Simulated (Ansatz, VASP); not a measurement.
**Two plane-wave programs on Fe**

```
Fe
1.0
     2.74674    0.00000    0.00000
     0.00000    2.74674    0.00000
     0.00000    0.00000    2.74674
Fe
2
Direct
  0.00000 0.00000 0.00000
  0.50000 0.50000 0.50000
```

Change from the starting cell: equal strain along all axes, cell held, atoms relaxed: -3.0 %.

Alike in both runs: task single point; functional PBE; k mesh 14 × 14 × 14; occupations gaussian, width 0.1 eV; collinear spin.

|  | VASP | Ansatz |
| --- | --- | --- |
| version | VASP 6.6.1 | Ansatz 0.2.0 |
| potentials or method | VASP PAW PBE potentials, release 64 (Fe) | scalar-relativistic, plane waves, PAW |
| plane-wave cutoff (eV) | 520 | 420 |
| valence electrons in the cell | 16 | 32 |

Ansatz gave:

* gap on the k mesh at the Fermi level (eV): none
* pressure (GPa): 22.4
* net moment per atom (μB): 2.04
* size of the moment on the site where the two differ most (μB): 2.07

**Question.** Which values does VASP return?

**Answer.** gap on the k mesh at the Fermi level (eV): none; pressure (GPa): 21.9; net moment per atom (μB): 2.05; size of the moment on the site where the two differ most (μB): 2.03.

Site moments also hang on the region over which each program counts them. A gap of «none» marks a metal or a gap that the smearing closes. With one functional, cell and mesh, what is left measures potentials, basis and numerics. The two sets of potentials don't hold the same shells in valence.

Caveats: so large a pressure means that the cell lies far from this level's equilibrium, or that cutoff or potentials fall short (VASP).
